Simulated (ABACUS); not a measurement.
**Te2Mo under changes of volume**

One of the cells (24.965 Å³/atom); the others are scaled copies at fixed shape and fractional positions:

```xyz
6
Lattice="3.5182 0.0000 0.0000 -1.7591 3.0469 0.0000 0.0000 0.0000 13.9736" Properties=species:S:1:pos:R:3 pbc="T T T"
Te    1.7591    1.0156    5.2960
Te    0.0000    2.0312   12.2828
Te    1.7591    1.0156    1.6908
Te    0.0000    2.0312    8.6776
Mo    1.7591    1.0156   10.4802
Mo    0.0000    2.0312    3.4934
```

```yaml
Program: ABACUS 3.10.1
Functional: PBE
Potentials_or_basis: PseudoDojo NC SR 0.4.1 PBE standard
Cutoff: 1129 eV
Density_cutoff: 4517 eV
Basis: plane waves
k_mesh: 9 × 9 × 2
Occupations: fermi-dirac, width 0.05 eV
Spin: no spin polarisation
```

```tsv
volume (Å³/atom)	energy over the lowest point (meV/atom)	pressure (GPa)	gap on the mesh (eV)	largest force (eV/Å)
23.467	?	?	?	?
23.966	44.42	8.2	0.74	0.843
24.466	22.76	5.7	0.75	0.532
24.965	8.64	3.4	0.77	0.251
25.464	1.28	1.3	0.78	0.031
25.963	0.00	-0.5	0.79	0.281
26.463	4.16	-2.2	0.79	0.512
```

What does the run at 23.467 Å³/atom give?

Energy over the lowest point 74.49 meV/atom; pressure 11.1 GPa; gap on the mesh 0.72 eV; largest force 1.206 eV/Å.

Worked out: A Birch-Murnaghan fit of order 3 (a polynomial in V^(-2/3)) to the other rows has its minimum at 25.83 Å³/atom with B0 = V·E''(V) = 93 GPa and B' = 4.5 at fixed shape and positions, which overstates the stiffness. It gives 74.43 meV/atom at 23.467 Å³/atom, against the run's 74.49, and -dE/dV = 11.1 GPa, against 11.1. A straight line through the other rows of the gap, of slope 0.549 eV per unit of ln V, extrapolates to 0.73 eV, against the run's 0.72.

Energies are extrapolated to zero smearing.

Caveats: spin-orbit coupling is left out, which moves the levels of the heavy elements; an odd mesh through Γ misses points on the zone boundary, where band edges often lie; this functional lacks dispersion, which binds the layers, so the pressure and a relaxed spacing across them are unreliable; forces of over 1 eV/Å show positions far from the minimum, so gaps and moduli don't describe the material at rest (some runs).
